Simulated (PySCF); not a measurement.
Phenylacetylene, C8H6.
SMILES: `C#Cc1ccccc1`

Level of theory: PBE0-D3(BJ)/def2-TZVP geometry optimisation, gas phase in PySCF.

Masses are those of the commonest isotopes; rigid-rotor values at the optimised geometry. 

(1) Give the principal moments of inertia and the rotational constants in GHz.

(2) Classify the top.

(3) Is it planar, by Δ = Ic − Ia − Ib?

(4) Give the coordinates in the principal-axis frame, origin at the centre of mass.

(5) Which lines would a microwave search look for?

(6) Estimate the classical rotational partition function at 50 K, 200 K and 298.15 K.

## Answers

(1) Ia = 87.97, Ib = 327.09, Ic = 415.06 u·Å²; 505379 MHz·u·Å²/I gives 5745, 1545 and 1218 MHz, that is A = 5.7449, B = 1.5451, C = 1.2176 GHz.

(2) An asymmetric top: κ = (2 × 1545 − 5745 − 1218)/(5745 − 1218) = -0.86.

(3) Planar: Δ = Ic − Ia − Ib = 0.00 u·Å². For a rigid frame Δ = −2 Σ m c², so it vanishes when all atoms lie in the ab plane; here none is more than 0.01 Å from it.

(4) The sense of each axis is arbitrary; atoms in the order of the calculation.
```
atom  mass (u)   a (Å)   b (Å)   c (Å)
  C1    12.000   3.192  -0.001   0.001
  C2    12.000   1.989   0.000  -0.001
  C3    12.000   0.566   0.000  -0.001
  C4    12.000  -0.140  -1.205  -0.001
  C5    12.000  -1.524  -1.201   0.000
  C6    12.000  -2.219   0.000   0.001
  C7    12.000  -1.525   1.201   0.000
  C8    12.000  -0.141   1.206  -0.001
  H9     1.008   4.256   0.004   0.010
 H10     1.008   0.409  -2.139  -0.001
 H11     1.008  -2.063  -2.142   0.001
 H12     1.008  -3.303  -0.001   0.002
 H13     1.008  -2.064   2.141   0.001
 H14     1.008   0.408   2.139  -0.002
```

(5) The dipole components are |μa| = 0.74 D, |μb| = 0.00 D, |μc| = 0.00 D; the symmetry axis of this C2v structure is a, so μb and μc vanish by symmetry and there are no b-type or c-type lines. Some lines, for components of 0.1 D or more:

```
type  branch         J(Ka,Kc)    MHz  lower level (cm⁻¹)
   a       Q  1(1,0) ← 1(1,1)    327               0.232
   a       R  1(0,1) ← 0(0,0)   2763               0.000
   a       Q  4(1,3) ← 4(1,4)   3270               1.011
   a       R  2(0,2) ← 1(0,1)   5507               0.092
   a       R  2(1,1) ← 1(1,0)   5853               0.243
   a       R  3(0,3) ← 2(0,2)   8215               0.276
   a       R  3(2,2) ← 2(2,1)   8288               0.859
   a       R  3(2,1) ← 2(2,0)   8361               0.859
   a       R  4(1,4) ← 3(1,3)  10361               0.665
   a       R  4(0,4) ← 3(0,3)  10870               0.550
   a       R  4(2,3) ← 3(2,2)  11037               1.135
   a       R  4(3,2) ← 3(3,1)  11086               1.863
   a       R  4(2,2) ← 3(2,1)  11217               1.138
   a       R  4(1,3) ← 3(1,2)  11667               0.731
   a       R  5(1,5) ← 4(1,4)  12921               1.011
   a       R  5(4,2) ← 4(4,1)  13854               3.251
   a       R  5(2,3) ← 4(2,2)  14124               1.512
   a       R  5(1,4) ← 4(1,3)  14545               1.120
```

(6) Point group C2v, symmetry number σ = 2; q = (√π/σ)·√((kT/h)³/(ABC)), k/h = 20836.6 MHz/K: 9060 at 50 K, 72500 at 200 K, 132000 at 298.15 K.

Whether it is a minimum is left open (no frequencies). Zero-point vibration and centrifugal distortion are left out.
